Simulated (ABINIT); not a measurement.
# GaSb (F-43m) in ABINIT: further runs, part 2 of 2

ABINIT 10.8.3 (patched build). The steps go on from the part before.

### 5 Relaxation of cell and atoms, PBE

The input, run.abi:

```
# Pseudopotentials
pp_dirpath "./"
pseudos "Sb.upf, Ga.upf"

# Structure
acell 8.1751050464 8.1751050464 8.1751050464
rprim
     0.0000000000     0.7071067812     0.7071067812
     0.7071067812     0.0000000000     0.7071067812
     0.7071067812     0.7071067812     0.0000000000
ntypat 2
znucl 51 31
natom 2
typat 1 2
chkprim 0
chksymtnons 0
tolsym 1.0e-6
xred
            3/4            3/4            3/4
            0.0            0.0            0.0

# Plane-wave basis
ecut 1088.455450 eV
ecutsm 0.5

# k points
kptopt 1
ngkpt 6 6 6
nshiftk 1
shiftk 0.0 0.0 0.0

# Exchange and correlation
ixc 11

# Bands and occupations
nband 18
occopt 3
tsmear 0.00183747

# SCF cycle
nstep 80
tolvrs 1.0e-12

# Output
iomode 3
prteig 0
prtebands 0
prtwf 0
prtden 0

# Relaxation
ionmov 2
optcell 2
ntime 50
tolmxf 2.0e-5
dilatmx 1.08
```

Potentials or basis: PseudoDojo NC SR PBE v0.4.1 standard.

Started as:

```bash
$ abinit run.abi > log 2>&1
```

run.abo:

```text
.Version 10.8.3 of ABINIT
 Symmetries : space group F-4 3 m (#216); Bravais cF (face-center cubic)
================================================================================
 Values of the parameters that define the memory need of the present run
     intxc =       0    ionmov =       2      iscf =       7    lmnmax =       6
     lnmax =       6     mgfft =      54  mpssoang =       3    mqgrid =    3001
     natom =       2  nloc_mem =       1    nspden =       1   nspinor =       1
    nsppol =       1      nsym =      24    n1xccc =    2501    ntypat =       2
    occopt =       3   xclevel =       2
       mpw =        5902          nfft =      157464          nkpt =          16
================================================================================
================================================================================

--------------------------------------------------------------------------------
------------- Echo of variables that govern the present computation ------------
--------------------------------------------------------------------------------
 -outvars: echo values of preprocessed input variables --------
            acell      8.1751050464E+00  8.1751050464E+00  8.1751050464E+00 Bohr
              amu      1.21753000E+02  6.97230000E+01
          chkprim           0
      chksymtnons           0
          dilatmx      1.08000000E+00
             ecut      4.00000000E+01 Hartree
           ecutsm      5.00000000E-01 Hartree
           ionmov           2
              ixc          11
         kptrlatt        6    0    0      0    6    0      0    0    6
          kptrlen      4.90506303E+01
            natom           2
            nband          18
            ngfft          54      54      54
             nkpt          16
            nstep          80
             nsym          24
            ntime          50
           ntypat           2
           occopt           3
          optcell           2
           prtden           0
        prtebands           0
           prteig           0
            prtwf           0
            rprim      0.0000000000E+00  7.0710678120E-01  7.0710678120E-01
                       7.0710678120E-01  0.0000000000E+00  7.0710678120E-01
                       7.0710678120E-01  7.0710678120E-01  0.0000000000E+00
          spgroup         216
[... 490 lines left out ...]
    1      4.66544541828205     4.66544541828205     4.66544541828205
    2      0.00000000000000     0.00000000000000    -0.00000000000000

 cartesian forces (hartree/bohr) at end:
    1     -0.00000000000000    -0.00000000000000     0.00000000000000
    2      0.00000000000000     0.00000000000000    -0.00000000000000
 frms,max,avg= 2.1930783E-29 3.4358934E-29   0.000E+00  0.000E+00  0.000E+00 h/b

 cartesian forces (eV/Angstrom) at end:
    1     -0.00000000000000    -0.00000000000000     0.00000000000000
    2      0.00000000000000     0.00000000000000    -0.00000000000000
 frms,max,avg= 1.1277262E-27 1.7668074E-27   0.000E+00  0.000E+00  0.000E+00 e/A
 length scales=  8.312194923969  8.312194923969  8.312194923969 bohr
              =  4.398624123364  4.398624123364  4.398624123364 angstroms
 Fermi (or HOMO) energy (hartree) =   0.15656   Average Vxc (hartree)=  -0.33742
 Eigenvalues (hartree) for nkpt=  16  k points:
 kpt#   1, nband= 18, wtk=  0.00463, kpt=  0.0000  0.0000  0.0000 (reduced coord)
  -0.90076   -0.90076   -0.90076   -0.90023   -0.90023   -0.39358   -0.39358   -0.39358
  -0.39207   -0.39207   -0.25415    0.14391    0.15532    0.15532    0.15532    0.25830
   0.25830    0.25830
      occupation numbers for kpt#   1
   2.00000    2.00000    2.00000    2.00000    2.00000    2.00000    2.00000    2.00000
   2.00000    2.00000    2.00000    1.99796    1.32629    1.32629    1.32629    0.00000
   0.00000    0.00000
 prteigrs : prtvol=0 or 1, do not print more k-points.

--- !EnergyTerms
iteration_state     : {dtset: 1, itime: 4, icycle: 1, }
comment             : Components of total free energy in Hartree
kinetic             :  1.15852192990095E+02
hartree             :  5.14281848040570E+01
xc                  : -4.36637205788527E+01
Ewald energy        : -9.01382918747301E+01
psp_core            :  3.54051136186361E+00
local_psp           : -1.46867143356713E+02
non_local_psp       : -5.75904194692442E+01
internal            : -1.67438686123525E+02
'-kT*entropy'       : -3.54900428414971E-05
total_energy        : -1.67438721613568E+02
total_energy_eV     : -4.55623972636008E+03
band_energy         : -1.30950688397009E+01
...

 Cartesian components of stress tensor (hartree/bohr^3)
  sigma(1 1)= -7.54969775E-08  sigma(3 2)=  0.00000000E+00
  sigma(2 2)= -7.54969775E-08  sigma(3 1)=  0.00000000E+00
  sigma(3 3)= -7.54969775E-08  sigma(2 1)=  0.00000000E+00

-Cartesian components of stress tensor (GPa)         [Pressure=  2.2212E-03 GPa]
- sigma(1 1)= -2.22119777E-03  sigma(3 2)=  0.00000000E+00
- sigma(2 2)= -2.22119777E-03  sigma(3 1)=  0.00000000E+00
- sigma(3 3)= -2.22119777E-03  sigma(2 1)=  0.00000000E+00

== END DATASET(S) ==============================================================
================================================================================

 -outvars: echo values of variables after computation  --------
            acell      8.3121949240E+00  8.3121949240E+00  8.3121949240E+00 Bohr
           etotal     -1.6743872161E+02
            fcart     -1.1452977908E-29 -1.1452977908E-29  3.4358933724E-29
                       1.1452977908E-29  1.1452977908E-29 -3.4358933724E-29
            rprim      0.0000000000E+00  7.0710678119E-01  7.0710678119E-01
                       7.0710678119E-01  0.0000000000E+00  7.0710678119E-01
                       7.0710678119E-01  7.0710678119E-01  0.0000000000E+00
           strten     -7.5496977539E-08 -7.5496977538E-08 -7.5496977539E-08
                       0.0000000000E+00  0.0000000000E+00  0.0000000000E+00
           xangst      4.6654454183E+00  4.6654454183E+00  4.6654454183E+00
                       4.4643648980E-29  4.4643648980E-29 -1.3393094694E-28
             xred      7.5000000000E-01  7.5000000000E-01  7.5000000000E-01
                      -2.1530250855E-29 -2.1530250855E-29  3.5883751425E-29
 Calculation completed.
```

It took 8.3 min on 1 thread of Intel Xeon Platinum 8259CL at 2.50GHz (Skylake/Cascade Lake), shared host; peak memory 0.13 GiB.

Results:

```yaml
Free_energy: -4556.2397 eV
Relaxed_volume: 30.09 Å³/atom
Relaxed_cell: a = 4.399 Å, b = 4.399 Å, c = 4.399 Å, α = 60.00°, β = 60.00°, γ = 60.00°
Space_group_after_relaxing_to_0.05_Å: F-43m (No. 216)
Energy_gained_by_relaxing: 10.9 meV/atom
Ionic_steps: 4
Pressure_after_relaxing: 0.0 GPa
Band_gap_on_the_k_mesh: none (metal or under the smearing width)
```

The path:
| step | energy change (eV) | largest force (eV/Å) | pressure (GPa) | volume (Å³) |
| --- | --- | --- | --- | --- |
| 1 | 0.0000 | 0.0000 | 2.46 | 57.25 |
| 2 | -0.0061 | 0.0000 | 2.07 | 57.68 |
| 3 | -0.0218 | 0.0000 | 0.06 | 60.10 |
| 4 | -0.0218 | 0.0000 | 0.00 | 60.18 |

Final structure:
```
Sb Ga
1.0
     0.00000    3.11030    3.11030
     3.11030    0.00000    3.11030
     3.11030    3.11030    0.00000
Sb Ga
1 1
Direct
  0.75000 0.75000 0.75000
  0.00000 0.00000 0.00000
```

Caveat: this crystal is a semiconductor, whose small gap the functional closes, so the metal is an error of the method. Zero-point motion and thermal expansion aren't in these numbers.

### 6 Single point, PBE (cell relaxed)

The input, run.abi:

```
pp_dirpath "./"
pseudos "Sb.upf, Ga.upf"

acell 3*1.0 Angstrom
rprim
     0.0000000000     3.1102969500     3.1102969500
     3.1102969500     0.0000000000     3.1102969500
     3.1102969500     3.1102969500     0.0000000000
ntypat 2
znucl 51 31
natom 2
typat 1 2
xred
     0.7500000000     0.7500000000     0.7500000000
     0.0000000000     0.0000000000     0.0000000000
chkprim 0
chksymtnons 0
tolsym 1.0e-6

ecut 40.0

kptopt 1
ngkpt 6 6 6
nshiftk 1
shiftk 0.0 0.0 0.0

ixc 11

nband 18
occopt 3
tsmear 0.05 eV

nstep 100
tolvrs 1.0e-10

iomode 3
prtwf 0
prteig 0
prtebands 0
enunit 1
prtden 1
prtvha 1
prtvclmb 1
prtpot 1
prtelf 1
```

Potentials or basis: PseudoDojo NC SR PBE v0.4.1 standard.

Started as:

```bash
$ abinit run.abi > log 2>&1
```

It took 1.7 min on 1 thread of Intel Xeon Platinum 8259CL at 2.50GHz (Skylake/Cascade Lake), shared host; peak memory 0.1 GiB.

The run converged. Its results:

| Quantity | Value |
| --- | --- |
| Free energy | -4556.2400 eV |
| Pressure | -0.1 GPa |
| Band gap on the k mesh | none (metal or under the smearing width) |
| Valence electrons inside the program's atomic spheres | Sb 11.24; Ga 10.79 |

Levels at points of the mesh, in eV from the Fermi level:
| k point | band 12 | band 13 | band 14 | band 15 | band 16 | band 17 |
| --- | --- | --- | --- | --- | --- | --- |
| (0.00, 0.00, 0.00) | -0.34 | -0.03 | -0.03 | -0.03 | 2.77 | 2.77 |
| (0.50, 0.00, 0.00) | -6.16 | -1.11 | -1.11 | 0.28 | 3.73 | 3.73 |
| (0.50, 0.50, 0.00) | -6.61 | -2.43 | -2.43 | 0.93 | 1.32 | 8.37 |

Caveat: this crystal is a semiconductor, whose small gap the functional closes, so the metal is an error of the method.

### 7 Overview

```csv
task,level,potentials or basis,cell,cutoff (eV),fine-grid cutoff,cell freedom (optcell),optimiser (ionmov),cutoff smearing ecutsm (Ha),force stop (Ha/bohr),gap on the mesh (eV),pressure (GPa)
single point,LDA,PseudoDojo NC SR LDA v0.4.1 standard,as given,980,-,-,-,-,-,none,-
single point,PBEsol,PseudoDojo NC SR PBEsol v0.4.1 standard,as given,980,-,-,-,-,-,none,-1.5
single point,PBEsol,JTH PAW PBE v2.0 sp,as given,408,816.342 eV,-,-,-,-,none,0.1
relaxation of cell and atoms,PBE,PseudoDojo NC SR PBE v0.4.1 standard,relaxed,1088,-,2,2,0.5,2e-05,none,0.0
single point,PBE,PseudoDojo NC SR PBE v0.4.1 standard,cell relaxed,1088,-,-,-,-,-,none,-0.1
```

Alike in all rows: no spin polarisation; k mesh 6 × 6 × 6; smearing fermi-dirac 0.05 eV.

Caveats: this crystal is a semiconductor, whose small gap the functional closes, so the metal is an error of the method; the cutoff is short for stress, so the pressure is rough (some runs); the PAW data sets were made with another functional, which shifts forces and pressure a little (some runs); this set keeps more shells in the core, which shifts pressures and gaps (some runs).

Absolute energies hang on the potentials; compare differences alone.

### 8 Comparison with measurements

Step 3. Measured gap of GaSb: 0.811 eV (direct; 4.2 K; a printed reference work, data compilation). This calculation gives 0.00 eV (-0.81 eV). Spin-orbit coupling on Ga, Sb is left out. The value is that of PBEsol on a finite k mesh, which can miss the band edges, without temperature or zero-point motion. Semilocal functionals fall short of measured gaps as a rule.
